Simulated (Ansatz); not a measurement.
# CdS (Greenockite): the cost of one run

Program: Ansatz 0.2.0. Level of theory: DFT PBEsol, frozen-core PAW and all-electron LAPW, scalar-relativistic unless said. These are calculated values, not measurements.

1 further run of the same task is left out (it didn't finish).

## 1. Starting point

Symmetry: P6_3mc, No. 186, hexagonal system. Conventional cell: a = 4.150 Å, b = 4.150 Å, c = 6.737 Å, α = 90.00°, β = 90.00°, γ = 120.00°. Cd (site symmetry 3m) is surrounded by 4 S at 2.53 to 2.54 Å. Around S (site symmetry 3m) lie 4 Cd at 2.53 to 2.54 Å.

As a file:

```cif
data_structure
_symmetry_space_group_name_H-M 'P 1'
_symmetry_Int_Tables_number 1
_cell_length_a 4.1500
_cell_length_b 4.1500
_cell_length_c 6.7370
_cell_angle_alpha 90.000
_cell_angle_beta 90.000
_cell_angle_gamma 120.000
_cell_volume 100.48
loop_
_atom_site_label
_atom_site_type_symbol
_atom_site_fract_x
_atom_site_fract_y
_atom_site_fract_z
_atom_site_occupancy
Cd1 Cd 0.33333 0.66667 0.00000 1
Cd2 Cd 0.66667 0.33333 0.50000 1
S1 S 0.33333 0.66667 0.37500 1
S2 S 0.66667 0.33333 0.87500 1
```

Cartesian axes are those of the input's lattice vectors. The structure goes back to a database entry.

## 2. Cell and atoms relaxed, PAW

input.yaml

```yaml
crystal:
  lattice:
    - [4.15, 0.0, 0.0]
    - [-2.075, 3.5940054257, 0.0]
    - [0.0, 0.0, 6.737]
  atoms:
    - { symbol: Cd, position: [0.333333333333, 0.666666666667, 0.0] }
    - { symbol: Cd, position: [0.666666666667, 0.333333333333, 0.5] }
    - { symbol: S, position: [0.333333333333, 0.666666666667, 0.375] }
    - { symbol: S, position: [0.666666666667, 0.333333333333, 0.875] }
kpoints:
  mp_grid: { grid: [10, 10, 6] }
scf:
  occupations: { method: fermi_dirac, width: 0.08 }
hamiltonian:
  xc: pbesol
  pseudopotentials: { kind: paw }
relax:
  f_tol: 0.002
  max_steps: 80
  cell: {}
output:
  forces: true
  stress: true
```

Command:

```sh
> ansatz run input.yaml --threads 2 --pin off --max-ram 5120MiB --backend cpu --events-out ev --progress --plain --runs-dir out
```

Q: Estimate wall time and peak memory on 2 threads of Arm Neoverse V2, shared host.

About 22 s, with a peak of 0.42 GiB.
